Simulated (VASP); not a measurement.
# FePt: energy against the angle between moments

FePt, P4/mmm (no. 123), 4 atoms in the cell. PBEsol, constrained local moments; PAW potentials Pt, Fe (PBE set).

I_CONSTRAINED_M: 4; LAMBDA: 10.

## Input

INCAR.step1:
```
  ALGO = Normal
  AMIX = 0.2
  AMIX_MAG = 0.8
  BMIX = 1E-4
  BMIX_MAG = 1E-4
  EDIFF = 1E-4
  ENCUT = 450
  GGA = PS
  GGA_COMPAT = F
  ISMEAR = 1
  ISYM = -1
  I_CONSTRAINED_M = 4
  LAMBDA = 1.0
  LASPH = T
  LCHARG = T
  LMAXMIX = 4
  LNONCOLLINEAR = T
  LORBIT = 11
  LREAL = F
  LWAVE = T
  MAGMOM = 0 0 0 0 0 0 3.5 0 0 3.5 0 0
  M_CONSTR = 0 0 0 0 0 0 3.5 0 0 3.5 0 0
  NBANDS = 54
  NELM = 200
  PREC = Accurate
  RWIGS = 1.35 1.31
  SIGMA = 0.1
```

INCAR.step2, as INCAR.step1 but for:
```
- EDIFF = 1E-4
- LAMBDA = 1.0
- LCHARG = T
- LWAVE = T
+ EDIFF = 1E-6
+ ICHARG = 1
+ ISTART = 1
+ LAMBDA = 10
+ LCHARG = F
+ LWAVE = F
```

INCAR.step3:
```
  ALGO = Normal
  AMIX = 0.2
  AMIX_MAG = 0.8
  BMIX = 1E-4
  BMIX_MAG = 1E-4
  EDIFF = 1E-4
  ENCUT = 450
  GGA = PS
  GGA_COMPAT = F
  ISMEAR = 1
  ISYM = -1
  I_CONSTRAINED_M = 4
  LAMBDA = 1.0
  LASPH = T
  LCHARG = T
  LMAXMIX = 4
  LNONCOLLINEAR = T
  LORBIT = 11
  LREAL = F
  LWAVE = T
  MAGMOM = 0 0 0 0 0 0 3.3807 0.9059 0 3.3807 -0.9059 0
  M_CONSTR = 0 0 0 0 0 0 3.3807 0.9059 0 3.3807 -0.9059 0
  NBANDS = 54
  NELM = 200
  PREC = Accurate
  RWIGS = 1.35 1.31
  SIGMA = 0.1
```

INCAR.step4, as INCAR.step3 but for:
```
- EDIFF = 1E-4
- LAMBDA = 1.0
- LCHARG = T
- LWAVE = T
+ EDIFF = 1E-6
+ ICHARG = 1
+ ISTART = 1
+ LAMBDA = 10
+ LCHARG = F
+ LWAVE = F
```

INCAR.step5:
```
  ALGO = Normal
  AMIX = 0.2
  AMIX_MAG = 0.8
  BMIX = 1E-4
  BMIX_MAG = 1E-4
  EDIFF = 1E-4
  ENCUT = 450
  GGA = PS
  GGA_COMPAT = F
  ISMEAR = 1
  ISYM = -1
  I_CONSTRAINED_M = 4
  LAMBDA = 1.0
  LASPH = T
  LCHARG = T
  LMAXMIX = 4
  LNONCOLLINEAR = T
  LORBIT = 11
  LREAL = F
  LWAVE = T
  MAGMOM = 0 0 0 0 0 0 3.0311 1.75 0 3.0311 -1.75 0
  M_CONSTR = 0 0 0 0 0 0 3.0311 1.75 0 3.0311 -1.75 0
  NBANDS = 54
  NELM = 200
  PREC = Accurate
  RWIGS = 1.35 1.31
  SIGMA = 0.1
```

INCAR.step6, as INCAR.step5 but for:
```
- EDIFF = 1E-4
- LAMBDA = 1.0
- LCHARG = T
- LWAVE = T
+ EDIFF = 1E-6
+ ICHARG = 1
+ ISTART = 1
+ LAMBDA = 10
+ LCHARG = F
+ LWAVE = F
```

INCAR.step7:
```
  ALGO = Normal
  AMIX = 0.2
  AMIX_MAG = 0.8
  BMIX = 1E-4
  BMIX_MAG = 1E-4
  EDIFF = 1E-4
  ENCUT = 450
  GGA = PS
  GGA_COMPAT = F
  ISMEAR = 1
  ISYM = -1
  I_CONSTRAINED_M = 4
  LAMBDA = 1.0
  LASPH = T
  LCHARG = T
  LMAXMIX = 4
  LNONCOLLINEAR = T
  LORBIT = 11
  LREAL = F
  LWAVE = T
  MAGMOM = 0 0 0 0 0 0 2.4749 2.4749 0 2.4749 -2.4749 0
  M_CONSTR = 0 0 0 0 0 0 2.4749 2.4749 0 2.4749 -2.4749 0
  NBANDS = 54
  NELM = 200
  PREC = Accurate
  RWIGS = 1.35 1.31
  SIGMA = 0.1
```

INCAR.step8, as INCAR.step7 but for:
```
- EDIFF = 1E-4
- LAMBDA = 1.0
- LCHARG = T
- LWAVE = T
+ EDIFF = 1E-6
+ ICHARG = 1
+ ISTART = 1
+ LAMBDA = 10
+ LCHARG = F
+ LWAVE = F
```

INCAR.step9:
```
  ALGO = Normal
  AMIX = 0.2
  AMIX_MAG = 0.8
  BMIX = 1E-4
  BMIX_MAG = 1E-4
  EDIFF = 1E-4
  ENCUT = 450
  GGA = PS
  GGA_COMPAT = F
  ISMEAR = 1
  ISYM = -1
  I_CONSTRAINED_M = 4
  LAMBDA = 1.0
  LASPH = T
  LCHARG = T
  LMAXMIX = 4
  LNONCOLLINEAR = T
  LORBIT = 11
  LREAL = F
  LWAVE = T
  MAGMOM = 0 0 0 0 0 0 1.75 3.0311 0 1.75 -3.0311 0
  M_CONSTR = 0 0 0 0 0 0 1.75 3.0311 0 1.75 -3.0311 0
  NBANDS = 54
  NELM = 200
  PREC = Accurate
  RWIGS = 1.35 1.31
  SIGMA = 0.1
```

INCAR.step10, as INCAR.step9 but for:
```
- EDIFF = 1E-4
- LAMBDA = 1.0
- LCHARG = T
- LWAVE = T
+ EDIFF = 1E-6
+ ICHARG = 1
+ ISTART = 1
+ LAMBDA = 10
+ LCHARG = F
+ LWAVE = F
```

INCAR.step11:
```
  ALGO = Normal
  AMIX = 0.2
  AMIX_MAG = 0.8
  BMIX = 1E-4
  BMIX_MAG = 1E-4
  EDIFF = 1E-4
  ENCUT = 450
  GGA = PS
  GGA_COMPAT = F
  ISMEAR = 1
  ISYM = -1
  I_CONSTRAINED_M = 4
  LAMBDA = 1.0
  LASPH = T
  LCHARG = T
  LMAXMIX = 4
  LNONCOLLINEAR = T
  LORBIT = 11
  LREAL = F
  LWAVE = T
  MAGMOM = 0 0 0 0 0 0 0.9059 3.3807 0 0.9059 -3.3807 0
  M_CONSTR = 0 0 0 0 0 0 0.9059 3.3807 0 0.9059 -3.3807 0
  NBANDS = 54
  NELM = 200
  PREC = Accurate
  RWIGS = 1.35 1.31
  SIGMA = 0.1
```

INCAR.step12, as INCAR.step11 but for:
```
- EDIFF = 1E-4
- LAMBDA = 1.0
- LCHARG = T
- LWAVE = T
+ EDIFF = 1E-6
+ ICHARG = 1
+ ISTART = 1
+ LAMBDA = 10
+ LCHARG = F
+ LWAVE = F
```

INCAR.step13:
```
  ALGO = Normal
  AMIX = 0.2
  AMIX_MAG = 0.8
  BMIX = 1E-4
  BMIX_MAG = 1E-4
  EDIFF = 1E-4
  ENCUT = 450
  GGA = PS
  GGA_COMPAT = F
  ISMEAR = 1
  ISYM = -1
  I_CONSTRAINED_M = 4
  LAMBDA = 1.0
  LASPH = T
  LCHARG = T
  LMAXMIX = 4
  LNONCOLLINEAR = T
  LORBIT = 11
  LREAL = F
  LWAVE = T
  MAGMOM = 0 0 0 0 0 0 0 3.5 0 0 -3.5 0
  M_CONSTR = 0 0 0 0 0 0 0 3.5 0 0 -3.5 0
  NBANDS = 54
  NELM = 200
  PREC = Accurate
  RWIGS = 1.35 1.31
  SIGMA = 0.1
```

INCAR.step14, as INCAR.step13 but for:
```
- EDIFF = 1E-4
- LAMBDA = 1.0
- LCHARG = T
- LWAVE = T
+ EDIFF = 1E-6
+ ICHARG = 1
+ ISTART = 1
+ LAMBDA = 10
+ LCHARG = F
+ LWAVE = F
```

KPOINTS:
```
k-points
0
Gamma
  7 7 7
```

POSCAR:
```
FePt
1.0
    0.0000000000      0.0000000000     -3.7200000000
   -2.7235000000     -2.7235000000      0.0000000000
   -2.7235000000      2.7235000000      0.0000000000
Pt Fe
2 2
Direct
    0.5000000000      0.0000000000      0.5000000000
    0.5000000000      0.5000000000      0.0000000000
    0.0000000000      0.5000000000      0.5000000000
    0.0000000000      0.0000000000      0.0000000000
```

Commands (each step's output is kept before the next begins):
```
cat potpaw_PBE.64/Pt/POTCAR potpaw_PBE.64/Fe/POTCAR > POTCAR
cp INCAR.step1 INCAR
mpirun -np 8 vasp_ncl > vasp.out
cp INCAR.step2 INCAR
mpirun -np 8 vasp_ncl > vasp.out
rm WAVECAR CHGCAR CHG
cp INCAR.step3 INCAR
mpirun -np 8 vasp_ncl > vasp.out
cp INCAR.step4 INCAR
mpirun -np 8 vasp_ncl > vasp.out
rm WAVECAR CHGCAR CHG
cp INCAR.step5 INCAR
mpirun -np 8 vasp_ncl > vasp.out
cp INCAR.step6 INCAR
mpirun -np 8 vasp_ncl > vasp.out
rm WAVECAR CHGCAR CHG
cp INCAR.step7 INCAR
mpirun -np 8 vasp_ncl > vasp.out
cp INCAR.step8 INCAR
mpirun -np 8 vasp_ncl > vasp.out
rm WAVECAR CHGCAR CHG
cp INCAR.step9 INCAR
mpirun -np 8 vasp_ncl > vasp.out
cp INCAR.step10 INCAR
mpirun -np 8 vasp_ncl > vasp.out
rm WAVECAR CHGCAR CHG
cp INCAR.step11 INCAR
mpirun -np 8 vasp_ncl > vasp.out
cp INCAR.step12 INCAR
mpirun -np 8 vasp_ncl > vasp.out
rm WAVECAR CHGCAR CHG
cp INCAR.step13 INCAR
mpirun -np 8 vasp_ncl > vasp.out
cp INCAR.step14 INCAR
mpirun -np 8 vasp_ncl > vasp.out
```

## Result

- Bilinear coupling (meV per cell): 291.4
- Biquadratic coupling (meV per cell): -33.9

Energy by angle between the two moments, penalty taken off:

| Angle set | Angle reached | Energy (meV per cell) | Penalty (meV) | Moment in the sphere (muB) |
|---|---|---|---|---|
| 0 | 0.0 | 0.0 | 0.00 | 2.95 |
| 30 | 29.9 | 34.2 | 0.63 | 2.94 |
| 60 | 59.9 | 114.3 | 2.02 | 2.93 |
| 90 | 89.6 | 249.1 | 4.76 | 2.93 |
| 120 | 119.4 | 420.4 | 5.19 | 2.87 |
| 150 | 150.0 | 549.0 | 0.56 | 2.77 |
| 180 | 180.0 | 566.6 | 0.00 | 2.77 |

The fit is E = E0 - J cos(angle) - B cos(angle)^2.

VASP 6.6.1 took 3339 s on 8 cores (AMD EPYC 9R45 (Zen 5)), a shared host.
